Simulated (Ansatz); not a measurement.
# As (Pm-3m) in Ansatz: settings compared

The runs below take As through single point, atomic charges, with RPBE, LDA, PBEsol.

Program: Ansatz 0.2.0. These are calculated values, not measurements. Logs are shortened: lines on timing, memory, paths and dates and some standing lists are left out, and cuts for length are marked.

### 1 Starting point

Symmetry: Pm-3m, No. 221, cubic system. Conventional cell: a = 2.704 Å, b = 2.704 Å, c = 2.704 Å, α = 90.00°, β = 90.00°, γ = 90.00°. Around As (site symmetry m-3m) lie 6 As at 2.70 Å.

This isn't the form of As at room conditions, which is rhombohedral.

### 2 Single point, RPBE

input.yaml reads:

```yaml
crystal:
  lattice:
    - [2.7036817444, 0.0, 0.0]
    - [0.0, 2.7036817444, 0.0]
    - [0.0, 0.0, 2.7036817444]
  atoms:
    - { symbol: As, position: [0.5, 0.5, 0.5] }
kpoints:
  mp_grid: { grid: [10, 10, 10] }
scf:
  occupations: { method: gaussian, width: 0.05 }
hamiltonian:
  xc: rpbe
  pseudopotentials: { kind: all_electron, lapw: { basis_error: 0.001 } }
output:
  forces: true
  stress: true
  eigenvalues: true
```

Potentials or basis: all-electron LAPW, scalar-relativistic.

Started as:

```console
$ ansatz run input.yaml --threads 1 --pin off --max-ram 3072MiB --backend cpu --events-out ev --progress --plain --runs-dir out
```

Log:

```text
Warning: RAYON_NUM_THREADS=1 ignored (pool sized by the plan → 1); use --threads N
LAPW: plane waves up to 7.879 Å⁻¹, error target 1.0e-3 eV per atom; small_component_spin mean_spin; As in spheres of 1.352 Å, 23 of its electrons in bands, Dirac shells [] (how accurate: hamiltonian.pseudopotentials.lapw.basis_error, Limitations)
Engine: ansatz 0.2.0, aarch64-unknown-linux-gnu
Pseudopotentials: kind: all_electron
Pseudopotential: As, LAPW, valence charge 23, lapw/all_electron/scalar/gaussian/As, Koelling and Harmon's equation, gaussian nucleus
Functional definition: RPBE
  parameter kappa = 0.804
  parameter beta = 0.06672455060314922
  exchange = rpbe_x(kappa = kappa, mu = beta*pi^2/3)
  correlation = pbe_c(beta = beta)
Crystal: 1 atoms, lattice volume = 19.764 Å³
Basis set: ecut = 236.50825756723302 eV, 171 PW (Γ), exchange–correlation at level 2
Bands: 16, of which v1, the nominal top of the filled ones, is band 12 counted from 1 (11 counted from 0)
Symmetry: 48 space group operations
Space group: Pm-3m (ITA 221), of the structure as read, at distance tolerance 2.7e-5 Å
k-points: 56 of 1000
Non-local potential: As, projectors of the file, none
Initial density: superposition of atomic densities (chi_scale 0.1, normalization cell)
Initial wavefunctions: plane waves of lowest kinetic energy (no species holds an atomic orbital)
Functional: x = rpbe, c = pbe(β = 0.06672455060314922)
iter 1 solved again at ethr=1.15e-4 eV; its pass at ethr=1.00e-1 eV (dr2=2.65e-2 eV) is discarded
SCF iter   1: F=—  HF=-61529.626520 eV  |F-HF|=—  |Δ(HF+E_count)|=         —  Δρ=1.35e-2  dr2=2.66e-2  ethr=1.15e-4  ⟨swp⟩=3.0  Hψ=5952  notcnv=0
preconditioner: auto → none  [metal: Δε(μ)=0.025 eV  Ē_g=15.061 eV  σ=0.050 eV  W_gap=0.27  n_scr=6 (ndim 8)  ℏωp=18.7 eV  f_vac=0.008  D(μ)=0.42/eV (n_scr^D=0)  sad-step TF]
SCF iter   2: F=—  HF=-61529.630477 eV  |F-HF|=—  |Δ(HF+E_count)|=   3.96e-3  Δρ=9.55e-3  dr2=1.60e-2  ethr=1.15e-4  ⟨swp⟩=2.0  Hψ=2495  notcnv=0
iter 3 solved again at ethr=1.60e-6 eV; its pass at ethr=6.95e-5 eV (dr2=3.69e-4 eV) is discarded
SCF iter   3: F=—  HF=-61529.637427 eV  |F-HF|=—  |Δ(HF+E_count)|=   6.95e-3  Δρ=1.49e-3  dr2=3.69e-4  ethr=1.60e-6  ⟨swp⟩=2.0  Hψ=4434  notcnv=0
SCF iter   4: F=—  HF=-61529.636104 eV  |F-HF|=—  |Δ(HF+E_count)|=   1.32e-3  Δρ=3.76e-4  dr2=3.21e-5  ethr=1.60e-6  ⟨swp⟩=2.8  Hψ=2551  notcnv=0
SCF iter   5: F=—  HF=-61529.636150 eV  |F-HF|=—  |Δ(HF+E_count)|=   4.63e-5  Δρ=8.97e-5  dr2=1.42e-6  ethr=1.40e-7  ⟨swp⟩=3.0  Hψ=2607  notcnv=0
SCF iter   6: F=-61529.636156 eV  HF=-61529.636156 eV  |F-HF|=3.17e-8  |Δ(HF+E_count)|=   5.51e-6  Δρ=8.82e-6  dr2=1.25e-8  ethr=6.18e-9  ⟨swp⟩=3.0  Hψ=2631  notcnv=0
SCF 1 converged in 6 iterations: F = -61529.636156 eV  dr2 = 1.25e-8
SCF converged after 6 iterations
Free energy (F): -61529.636156 eV
Harris-Foulkes:  -61529.636156 eV  (|F-HF|=3.17e-8)
Internal energy: -61529.635608 eV  (E = F + TS)
E sigma→0 (E₀):  -61529.635882 eV
Entropy (-TS):   -0.000548 eV (-0.548 meV/atom)
Fermi energy:    12.516118 eV
--- Per-component energies (eV) ---
  E_band       = -1248.463387
  E_kinetic    = 62904.018246
  E_xc         = -2288.039450
  E_electrostatic = -122145.614404  (all electrons and nuclei)
  E_smearing   = -0.000548  (= −TS)
  E_closure    = 0.000000  (closes the sum)
  E_atoms      = -61525.470384  (free atoms, spherical and without spin; not in F)
  Σ components = -61529.636156   (vs F -61529.636156, Δ=0.00e0)
  Basis errors (estimates in eV, not in F): energy 3.5e-4 per atom: plane waves 3.3e-4 (1.9e-4 summed), levels above the bands 0.0e0, relativity 1.7e-8, radial functions 1.7e-5, core shells 6.1e-14; eigenvalues (radial functions only) 3.5e-5; not estimated: angular momenta, meshes, grids; target (lapw.basis_error) 1.0e-3; muffin-tin radii As 1.352 Å
--- Forces (eV/Å), atoms counted from 1 ---
  atom   1  As    -0.00000000     0.00000000    -0.00000000
  max |Σ_I F_I| component: 1.51e-30 eV/Å
--- Stress (GPa, compression-positive) ---
        3.900375       0.000000       0.000000
        0.000000       3.900375       0.000000
        0.000000       0.000000       3.900375
  P = ⅓ Tr σ = 3.9004 GPa (39.004 kbar)
--- Band table (eV; the first three rows and the last of 56) ---
  k-point 0: bands = ["-173.2286", "-116.5070", "-116.5070", "-116.5070", "-23.5368", "-23.5368", "-23.4354", "-23.4354", "-23.4354", "-2.4526", "16.6874", "16.6874", "16.6874", "21.0614", "21.0614", "23.1887"]
  k-point 1: bands = ["-173.2286", "-116.5071", "-116.5070", "-116.5070", "-23.5364", "-23.5281", "-23.4380", "-23.4380", "-23.4352", "-2.2684", "14.6328", "16.8498", "16.8498", "21.2295", "22.3283", "24.4896"]
  k-point 2: bands = ["-173.2286", "-116.5075", "-116.5069", "-116.5069", "-23.5354", "-23.5053", "-23.4446", "-23.4446", "-23.4347", "-1.7256", "11.5583", "17.3137", "17.3137", "21.7223", "23.1704", "28.1250"]
  k-point 55: bands = ["-173.2284", "-116.5083", "-116.5083", "-116.5083", "-23.4913", "-23.4913", "-23.4913", "-23.3914", "-23.3914", "7.6535", "10.6811", "10.6811", "10.6811", "18.4740", "18.4740", "18.4740"]
```

Wall time 3.8 s (1 thread of Arm Neoverse V2, shared host); peak memory 0.23 GiB.

What came out:

```yaml
Free_energy: -61529.6362 eV
Pressure: 3.9 GPa
Band_gap_on_the_k_mesh: none (metal or under the smearing width)
```

Levels at points of the mesh, in eV from the Fermi level:
| k point | band 8 | band 9 | band 10 | band 11 | band 12 | band 13 | band 14 | band 15 |
| --- | --- | --- | --- | --- | --- | --- | --- | --- |
| (0.00, 0.00, 0.00) | -35.95 | -35.95 | -14.97 | 4.17 | 4.17 | 4.17 | 8.55 | 8.55 |
| (0.00, 0.00, -0.50) | -35.96 | -35.95 | -11.81 | -6.94 | 6.48 | 6.48 | 11.32 | 14.21 |
| (0.00, -0.50, -0.50) | -35.98 | -35.91 | -8.52 | -4.28 | -4.28 | 2.54 | 8.66 | 16.84 |
| (-0.50, -0.50, -0.50) | -35.91 | -35.91 | -4.86 | -1.84 | -1.84 | -1.84 | 5.96 | 5.96 |

### 3 Atomic charges, LDA, non-collinear spin, random start

input.yaml reads:

```yaml
crystal:
  lattice:
    - [2.7036817444, 0.0, 0.0]
    - [0.0, 2.7036817444, 0.0]
    - [0.0, 0.0, 2.7036817444]
  atoms:
    - { symbol: As, position: [0.5, 0.5, 0.5], spin: 0.13, spin_axis: [0.592904, 0.800806, 0.084701] }
kpoints:
  mp_grid: { grid: [7, 7, 7] }
scf:
  occupations: { method: fermi_dirac, width: 0.05 }
hamiltonian:
  xc: lda
  pseudopotentials: { kind: all_electron, lapw: { basis_error: 0.001 } }
magnetization:
  noncollinear: true
output:
  forces: true
  stress: true
  eigenvalues: true
  populations: true
```

Potentials or basis: all-electron LAPW, scalar-relativistic.

Started as:

```console
$ ansatz run input.yaml --threads 1 --pin off --max-ram 3072MiB --backend cpu --events-out ev --progress --plain --runs-dir out
```

It took 18 s on 1 thread of Arm Neoverse V2, shared host; peak memory 0.31 GiB.

Results (log left out):

* Free energy: -61441.5360 eV
* Pressure: -2.8 GPa
* Band gap on the k mesh: none (metal or under the smearing width)
* Net moment: 0.00 μB per cell
* Absolute moment: 0.00 μB per cell

Levels at points of the mesh, in eV from the Fermi level:
| k point | band 18 | band 19 | band 20 | band 21 | band 22 | band 23 | band 24 | band 25 | band 26 | band 27 |
| --- | --- | --- | --- | --- | --- | --- | --- | --- | --- | --- |
| (0.00, 0.00, 0.00) | -35.84 | -14.87 | -14.87 | 4.23 | 4.23 | 4.23 | 4.23 | 4.23 | 4.23 | 8.83 |

Moments on the atoms (μB; x, y, z):
```
As  0.00 0.00 0.00
```

Caveat: the k mesh is thin for a metal, which can move the energy by tens of meV per atom; the starting moments weren't kept.

### 4 Single point, RPBE

input.yaml reads:

```yaml
crystal:
  lattice:
    - [2.7036817444, 0.0, 0.0]
    - [0.0, 2.7036817444, 0.0]
    - [0.0, 0.0, 2.7036817444]
  atoms:
    - { symbol: As, position: [0.5, 0.5, 0.5] }
kpoints:
  mp_grid: { grid: [10, 10, 10] }
scf:
  occupations: { method: gaussian, width: 0.1 }
hamiltonian:
  xc: rpbe
  pseudopotentials: { kind: all_electron, lapw: { basis_error: 0.001 } }
output:
  forces: true
  stress: true
  eigenvalues: true
```

Potentials or basis: all-electron LAPW, scalar-relativistic.

Started as:

```console
$ ansatz run input.yaml --threads 1 --pin off --max-ram 3072MiB --backend cpu --events-out ev --progress --plain --runs-dir out
```

Log:

```text
Warning: RAYON_NUM_THREADS=1 ignored (pool sized by the plan → 1); use --threads N
LAPW: plane waves up to 7.879 Å⁻¹, error target 1.0e-3 eV per atom; small_component_spin mean_spin; As in spheres of 1.352 Å, 23 of its electrons in bands, Dirac shells [] (how accurate: hamiltonian.pseudopotentials.lapw.basis_error, Limitations)
[... 8 set-up lines as earlier in the session ...]
Crystal: 1 atoms, lattice volume = 19.764 Å³
Basis set: ecut = 236.50825756723302 eV, 171 PW (Γ), exchange–correlation at level 2
Bands: 16, of which v1, the nominal top of the filled ones, is band 12 counted from 1 (11 counted from 0)
[... 2 set-up lines as earlier in the session ...]
k-points: 56 of 1000
[... 4 set-up lines as earlier in the session ...]
iter 1 solved again at ethr=1.15e-4 eV; its pass at ethr=1.00e-1 eV (dr2=2.64e-2 eV) is discarded
SCF iter   1: F=—  HF=-61529.627148 eV  |F-HF|=—  |Δ(HF+E_count)|=         —  Δρ=1.35e-2  dr2=2.65e-2  ethr=1.15e-4  ⟨swp⟩=3.0  Hψ=5952  notcnv=0
preconditioner: auto → none  [metal: Δε(μ)=0.105 eV  Ē_g=15.065 eV  σ=0.100 eV  W_gap=0.44  n_scr=6 (ndim 8)  ℏωp=18.7 eV  f_vac=0.008  D(μ)=0.31/eV (n_scr^D=0)  sad-step TF]
SCF iter   2: F=—  HF=-61529.631092 eV  |F-HF|=—  |Δ(HF+E_count)|=   3.94e-3  Δρ=9.55e-3  dr2=1.60e-2  ethr=1.15e-4  ⟨swp⟩=2.0  Hψ=2496  notcnv=0
iter 3 solved again at ethr=1.63e-6 eV; its pass at ethr=6.94e-5 eV (dr2=3.76e-4 eV) is discarded
SCF iter   3: F=—  HF=-61529.638056 eV  |F-HF|=—  |Δ(HF+E_count)|=   6.96e-3  Δρ=1.50e-3  dr2=3.76e-4  ethr=1.63e-6  ⟨swp⟩=2.0  Hψ=4286  notcnv=0
SCF iter   4: F=—  HF=-61529.636742 eV  |F-HF|=—  |Δ(HF+E_count)|=   1.31e-3  Δρ=3.77e-4  dr2=3.23e-5  ethr=1.63e-6  ⟨swp⟩=2.8  Hψ=2554  notcnv=0
SCF iter   5: F=—  HF=-61529.636788 eV  |F-HF|=—  |Δ(HF+E_count)|=   4.65e-5  Δρ=9.07e-5  dr2=1.47e-6  ethr=1.41e-7  ⟨swp⟩=3.0  Hψ=2610  notcnv=0
SCF iter   6: F=-61529.636794 eV  HF=-61529.636794 eV  |F-HF|=3.23e-8  |Δ(HF+E_count)|=   5.65e-6  Δρ=8.92e-6  dr2=1.29e-8  ethr=6.40e-9  ⟨swp⟩=3.0  Hψ=2633  notcnv=0
SCF 1 converged in 6 iterations: F = -61529.636794 eV  dr2 = 1.29e-8
SCF converged after 6 iterations
Free energy (F): -61529.636794 eV
Harris-Foulkes:  -61529.636794 eV  (|F-HF|=3.23e-8)
Internal energy: -61529.635283 eV  (E = F + TS)
E sigma→0 (E₀):  -61529.636039 eV
Entropy (-TS):   -0.001511 eV (-1.511 meV/atom)
Fermi energy:    12.499673 eV
--- Per-component energies (eV) ---
  E_band       = -1248.475867
  E_kinetic    = 62904.000732
  E_xc         = -2288.039016
  E_electrostatic = -122145.596999  (all electrons and nuclei)
  E_smearing   = -0.001511  (= −TS)
  E_closure    = 0.000000  (closes the sum)
  E_atoms      = -61525.470384  (free atoms, spherical and without spin; not in F)
  Σ components = -61529.636794   (vs F -61529.636794, Δ=0.00e0)
  Basis errors (estimates in eV, not in F): energy 3.5e-4 per atom: plane waves 3.3e-4 (1.9e-4 summed), levels above the bands 0.0e0, relativity 1.7e-8, radial functions 1.7e-5, core shells 6.1e-14; eigenvalues (radial functions only) 3.5e-5; not estimated: angular momenta, meshes, grids; target (lapw.basis_error) 1.0e-3; muffin-tin radii As 1.352 Å
--- Forces (eV/Å), atoms counted from 1 ---
  atom   1  As    -0.00000000     0.00000000    -0.00000000
  max |Σ_I F_I| component: 2.30e-30 eV/Å
--- Stress (GPa, compression-positive) ---
        3.855499       0.000000       0.000000
        0.000000       3.855499       0.000000
        0.000000       0.000000       3.855499
  P = ⅓ Tr σ = 3.8555 GPa (38.555 kbar)
--- Band table (eV; the first three rows and the last of 56) ---
  k-point 0: bands = ["-173.2294", "-116.5077", "-116.5077", "-116.5077", "-23.5375", "-23.5375", "-23.4361", "-23.4361", "-23.4361", "-2.4526", "16.6873", "16.6873", "16.6873", "21.0613", "21.0613", "23.1894"]
  k-point 1: bands = ["-173.2293", "-116.5079", "-116.5077", "-116.5077", "-23.5371", "-23.5288", "-23.4387", "-23.4387", "-23.4359", "-2.2684", "14.6328", "16.8498", "16.8498", "21.2294", "22.3284", "24.4901"]
  k-point 2: bands = ["-173.2293", "-116.5082", "-116.5077", "-116.5077", "-23.5360", "-23.5060", "-23.4453", "-23.4453", "-23.4354", "-1.7257", "11.5583", "17.3137", "17.3137", "21.7223", "23.1708", "28.1253"]
  k-point 55: bands = ["-173.2291", "-116.5091", "-116.5091", "-116.5091", "-23.4920", "-23.4920", "-23.4920", "-23.3921", "-23.3921", "7.6534", "10.6810", "10.6810", "10.6810", "18.4741", "18.4741", "18.4741"]
```

Wall time 3.8 s (1 thread of Arm Neoverse V2, shared host); peak memory 0.23 GiB.

What came out:

* Free energy: -61529.6368 eV
* Pressure: 3.9 GPa
* Band gap on the k mesh: none (metal or under the smearing width)

Levels at points of the mesh, in eV from the Fermi level:
```
              k point  band 9  band 10  band 11  band 12  band 13  band 14
   (0.00, 0.00, 0.00)  -35.94   -14.95     4.19     4.19     4.19     8.56
  (0.00, 0.00, -0.50)  -35.93   -11.80    -6.92     6.49     6.49    11.33
 (0.00, -0.50, -0.50)  -35.89    -8.50    -4.26    -4.26     2.56     8.68
(-0.50, -0.50, -0.50)  -35.89    -4.85    -1.82    -1.82    -1.82     5.97
```

### 5 Single point, PBEsol

Edit input.yaml of step 4 so:

```diff
@@ -10,5 +10,5 @@
 scf:
-  occupations: { method: gaussian, width: 0.1 }
+  occupations: { method: gaussian, width: 0.02 }
 hamiltonian:
-  xc: rpbe
+  xc: pbesol
   pseudopotentials: { kind: all_electron, lapw: { basis_error: 0.001 } }
```

Started as:

```console
$ ansatz run input.yaml --threads 1 --pin off --max-ram 3072MiB --backend cpu --events-out ev --progress --plain --runs-dir out
```

Run time: 3.3 s. Hardware: 1 thread of Arm Neoverse V2, shared host; peak memory 0.22 GiB.

The run converged. Its results:

| Quantity | Value |
| --- | --- |
| Free energy | -61480.7637 eV |
| Pressure | -1.5 GPa |
| Band gap on the k mesh | none (metal or under the smearing width) |

Levels at points of the mesh, in eV from the Fermi level:
```csv
k point,band 9,band 10,band 11,band 12,band 13,band 14
"(0.00, 0.00, 0.00)",-35.85,-14.94,4.20,4.20,4.20,8.65
"(0.00, 0.00, -0.50)",-35.85,-11.78,-6.91,6.50,6.50,11.46
"(0.00, -0.50, -0.50)",-35.81,-8.50,-4.21,-4.21,2.48,8.66
"(-0.50, -0.50, -0.50)",-35.81,-4.89,-1.76,-1.76,-1.76,5.98
```

### 6 The runs side by side

| task | level | spin | k mesh | smearing | gap on the mesh (eV) | pressure (GPa) |
| --- | --- | --- | --- | --- | --- | --- |
| single point | RPBE | off | 10 × 10 × 10 | gaussian 0.05 eV | none | 3.9 |
| atomic charges | LDA | non-collinear, random start | 7 × 7 × 7 | fermi-dirac 0.05 eV | none | -2.8 |
| single point | RPBE | off | 10 × 10 × 10 | gaussian 0.1 eV | none | 3.9 |
| single point | PBEsol | off | 10 × 10 × 10 | gaussian 0.02 eV | none | -1.5 |

Alike in all rows: potentials or basis all-electron LAPW, scalar-relativistic; cell as given; cutoff (eV) 237; basis error allowed 0.001 eV/atom.

Every run on the cell as given and a fine mesh finds a metal. The pressure there spans -2.8 GPa (LDA) to 3.9 GPa (RPBE); a positive pressure means that this level wants a larger cell, a negative one a smaller.

Caveats: the k mesh is thin for a metal, which can move the energy by tens of meV per atom (some runs); the starting moments weren't kept (some runs).

Compare energies only between runs with the same functional and basis.
